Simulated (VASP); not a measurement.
Wanted: the native input for a VASP 6.6.1 run.

```yaml
Task: single point
Functional: LDA
Potentials_or_basis: VASP PAW LDA potentials, release 64 (Si)
Cutoff: 520 eV
k_mesh: 12 × 12 × 12
Occupations: gaussian, width 0.02 eV
Spin: no spin polarisation
Dipole_correction: no
Further_INCAR_settings: ALGO = Normal; EDIFF = 1e-06; NBANDS = 11
```

The structure of Si lies in POSCAR:

```
Si
1.0
    0.0000000000      2.7007329269      2.7007329269
    2.7007329269      0.0000000000      2.7007329269
    2.7007329269      2.7007329269      0.0000000000
Si
2
Direct
    0.0000000000      0.0000000000      0.0000000000
    0.2500000000      0.2500000000      0.2500000000
```

The cell was built by a generator and needn't be a form met in nature.

These files were run (other wordings do the same):

INCAR

```
PREC = Accurate
ENCUT = 520
EDIFF = 1E-6
ISMEAR = 0
SIGMA = 0.02
LREAL = F
LASPH = T
NELM = 100
ALGO = Normal
ISIF = 2
LWAVE = F
LCHARG = F
GGA = CA
NBANDS = 11
```

KPOINTS

```
regular mesh
0
Gamma
  12 12 12
```

Potentials or basis: VASP PAW LDA potentials, release 64 (Si).

Launch:

```bash
$ cat potpaw_LDA.64/Si/POTCAR > POTCAR
$ mpirun -np 1 vasp_std > vasp.out
```

It gave:

```
Pressure               : 0.1 GPa
Band gap on the k mesh : 0.44 eV, indirect (least direct gap 2.53 eV)
```

Wall time 12 s on 1 thread of Intel(R) Xeon(R) Platinum 8559C (Emerald Rapids) (shared host), peak memory 0.14 GiB.
